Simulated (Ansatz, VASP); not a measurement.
Given: the input of a run of VASP 6.6.1 on CoO.

File INCAR:

```
SYSTEM = CoO
PREC = Accurate
ENCUT = 520
EDIFF = 1E-7
ISMEAR = -1
SIGMA = 0.05
LREAL = .FALSE.
LASPH = .TRUE.
NELM = 80
ALGO = Normal
ISIF = 2
LWAVE = .FALSE.
LCHARG = .FALSE.
GGA = PS
NBANDS = 14
```

The input KPOINTS:

```
regular mesh
0
G
  10 10 10
  0 0 0
```

Contents of POSCAR:

```
CoO
1.0
    1.6022198417      0.9250420569      2.5664708903
   -1.6022198417      0.9250420569      2.5664708903
    0.0000000000     -1.8500841138      2.5664708903
Co O
1 1
Direct
    0.9989783200      0.9989783200      0.9989783200
    0.7510210300      0.7510210300      0.7510210300
```

Potentials or basis: VASP PAW PBE potentials, release 64 (Co, O).

Run with:

```console
$ cat potpaw_PBE.64/Co/POTCAR potpaw_PBE.64/O/POTCAR > POTCAR
$ mpirun -np 1 vasp_std > vasp.out
```

Problem. Translate it to Ansatz 0.2.0. Potentials there: all-electron LAPW, scalar-relativistic.

Solution. As run (the cutoff follows the program's own potentials):

The input input.yaml:

```yaml
crystal:
  lattice:
    - [1.6022198417, 0.9250420569, 2.5664708903]
    - [-1.6022198417, 0.9250420569, 2.5664708903]
    - [0.0, -1.8500841138, 2.5664708903]
  atoms:
    - { symbol: Co, position: [0.99897832, 0.99897832, 0.99897832] }
    - { symbol: O, position: [0.75102103, 0.75102103, 0.75102103] }
kpoints:
  mp_grid: { grid: [10, 10, 10] }
scf:
  occupations: { method: fermi_dirac, width: 0.05 }
hamiltonian:
  xc: pbesol
  pseudopotentials: { kind: all_electron, lapw: { basis_error: 0.001 } }
output:
  forces: true
  stress: true
  eigenvalues: true
```

Potentials or basis: all-electron LAPW, scalar-relativistic.

Launch:

```console
$ ansatz run input.yaml --threads 2 --pin off --max-ram 6144MiB --backend cpu --events-out ev --progress --plain --runs-dir out
```

Both were run:

|  | VASP | Ansatz | Ansatz less VASP |
| --- | --- | --- | --- |
| gap on the k mesh at the Fermi level (eV) | none | none | - |
| pressure (GPa) | -21.6 | -21.7 | -0.07 |
| largest component of the traceless stress (GPa) | 1.55 | 1.42 | -0.128 |
| rms of the force components (eV/Å) | 0.103 | 0.097 | -0.0064 |

Atom by atom the forces differ by 0.006 eV/Å (rms over components). A gap of «none» marks a metal or a gap that the smearing closes. Ansatz ran all-electron here, so the differences hold the error of VASP's frozen core and of both bases.

Caveats: an odd number of electrons without spin polarisation forces a metal; a magnetic or distorted state may lie lower; the run has no spin polarisation, though such a crystal can be magnetic; semilocal functionals often make such compounds metallic where correlation or magnetic order opens a gap, which also shifts bond lengths; so large a pressure means that the cell lies far from this level's equilibrium, or that cutoff or potentials fall short (VASP); the potentials were made for another functional, which shifts forces and pressure (VASP). Spin polarisation is off, so any magnetic state and its effect on volume and gap are missing.
